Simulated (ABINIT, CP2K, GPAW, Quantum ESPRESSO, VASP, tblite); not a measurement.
HfO2: band gap by level of theory

```
Hf O
1.0
     5.11800    0.00000    0.00000
     0.00000    5.18570    0.00000
    -0.85866    0.00000    5.21387
Hf O
4 8
Cartesian
  0.8021 2.3870 3.6914
  3.0279 4.9798 4.1294
  3.4573 2.7987 1.5224
  1.2314 0.2059 1.0845
  -0.3473 0.8733 4.4146
  4.1773 3.4661 3.4062
  4.6066 4.3124 0.7993
  0.0821 1.7196 1.8076
  1.4549 3.8473 5.1101
  2.3751 1.2544 2.7107
  2.8045 1.3384 0.1038
  1.8842 3.9313 2.5032
```

```csv
rung,level,program and potentials,cutoff (eV),k mesh,task,band gap (eV),miss (eV),notes
tight binding or semi-empirical,GFN1-xTB,"tblite, the method's own minimal valence basis",-,1 × 1 × 1,single point,1.93,-3.61,coarse mesh; Γ point of a 2 × 2 × 2 supercell
LDA,LDA,"ABINIT, JTH PAW LDA v2.0",626,2 × 2 × 2,single point,3.94,-1.60,coarse mesh; 8 valence electrons an atom on average; mesh may miss the edge
LDA,LDA,"VASP, LDA PAW files Hf_pv, O, 520 eV",520,5 × 5 × 5,band structure,(a),?,7.33 valence electrons an atom on average; from the band path
GGA,BLYP,"VASP, PBE PAW files Hf_pv, O, 520 eV",520,5 × 5 × 5,band structure,4.16,-1.38,potentials made for PBE; 7.33 valence electrons an atom on average; from the band path
GGA,PBE,"CP2K, POTENTIAL_UZH Hf GTH-PBE-q12, O GTH-PBE-q6; TZVP-MOLOPT-PBE-GTH basis",-,5 × 5 × 5,band structure,4.14,-1.40,atomic basis; 8 valence electrons an atom on average; from the band path
GGA,PBE,"Quantum ESPRESSO, SG15 PBE 1.2",952,5 × 5 × 5,band structure,4.13,-1.41,12.67 valence electrons an atom on average; from the band path
GGA,PBE,"VASP, PBE PAW files Hf_pv, O, 520 eV",520,5 × 5 × 5,band structure,(b),?,7.33 valence electrons an atom on average; from the band path
GGA,PBEsol,"Quantum ESPRESSO, GBRV 1.5 PBEsol",612,5 × 5 × 5,band structure,4.06,-1.48,8 valence electrons an atom on average; from the band path
GGA,PW91,"VASP, PBE PAW files Hf_pv, O, 520 eV",520,5 × 5 × 5,band structure,4.10,-1.44,potentials made for PBE; 7.33 valence electrons an atom on average; from the band path
GGA,revPBE,"GPAW, the program's PAW data sets (release 1.2.1) made for this functional",800,4 × 4 × 4,atomic charges,4.18,-1.36,8 valence electrons an atom on average; mesh may miss the edge
GGA,revPBE,"VASP, PBE PAW files Hf_pv, O, 520 eV",520,5 × 5 × 5,band structure,(c),?,potentials made for PBE; 7.33 valence electrons an atom on average; from the band path
meta-GGA,LAK,"VASP, PBE PAW files Hf_pv, O, 520 eV",520,4 × 4 × 4,band structure,4.82,-0.72,potentials made for PBE; 7.33 valence electrons an atom on average
```

All rows: no spin polarisation. Gaps are the least found on the k mesh or the band path, and a mesh can miss the band edges. The cell comes from a database and isn't always the measured one. Meshes differ between rows, which moves values too. All levels ran on this one cell, unrelaxed unless noted. Meshes are those of the run's cell of 12 atoms unless a note names another. Misses use the values as printed. Runs on faulty files, with rough fits or with known faults for this quantity aren't shown. No row holds spin-orbit coupling.

Measured: 5.54 eV (arxiv:2112.02602). The runs are for a static lattice.

Q: Estimate the values left out from the other rows.

A: (a) 3.92 eV, miss -1.62; (b) 4.11 eV, miss -1.43; (c) 4.17 eV, miss -1.37.
